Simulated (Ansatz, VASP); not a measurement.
## FeGe in VASP and in Ansatz

```
Fe Ge
1.0
     4.66112    0.00000    0.00000
     0.00000    4.66112    0.00000
     0.00000    0.00000    4.66112
Fe Ge
4 4
Direct
  0.13499 0.13499 0.13499
  0.36501 0.86501 0.63499
  0.63499 0.36501 0.86501
  0.86501 0.63499 0.36501
  0.84172 0.84172 0.84172
  0.65828 0.15828 0.34172
  0.34172 0.65828 0.15828
  0.15828 0.34172 0.65828
```

Alike in both runs: functional PBE; k mesh 4 × 4 × 4; occupations gaussian, width 0.05 eV; collinear spin.

Ansatz relaxed the structure, and its values are those at the end. VASP's run is a single point on that final structure, the one shown.

|  | VASP | Ansatz |
| --- | --- | --- |
| version | VASP 6.6.1 | Ansatz 0.2.0 |
| potentials or method | VASP PAW PBE potentials, release 64 (Fe, Ge_d) | scalar-relativistic, plane waves, PAW |
| plane-wave cutoff (eV) | 520 | 420 |
| valence electrons in the cell | 88 | 120 |

Ansatz gave:

| Quantity | Value |
| --- | --- |
| gap on the k mesh at the Fermi level (eV) | none |
| pressure (GPa) | 0.1 |
| rms of the force components (eV/Å) | 0.004 |
| net moment per atom (μB) | 0.52 |
| size of the moment on the site where the two differ most (μB) | 0.05 |

**Question.** Estimate VASP's values.

**Answer.** gap on the k mesh at the Fermi level (eV): none; pressure (GPa): 0.3; rms of the force components (eV/Å): 0.005; net moment per atom (μB): 0.52; size of the moment on the site where the two differ most (μB): 0.08.

Site moments also hang on the region over which each program counts them. A gap of «none» marks a metal or a gap that the smearing closes. With one functional, cell and mesh, what is left measures potentials, basis and numerics. The two sets of potentials don't hold the same shells in valence.
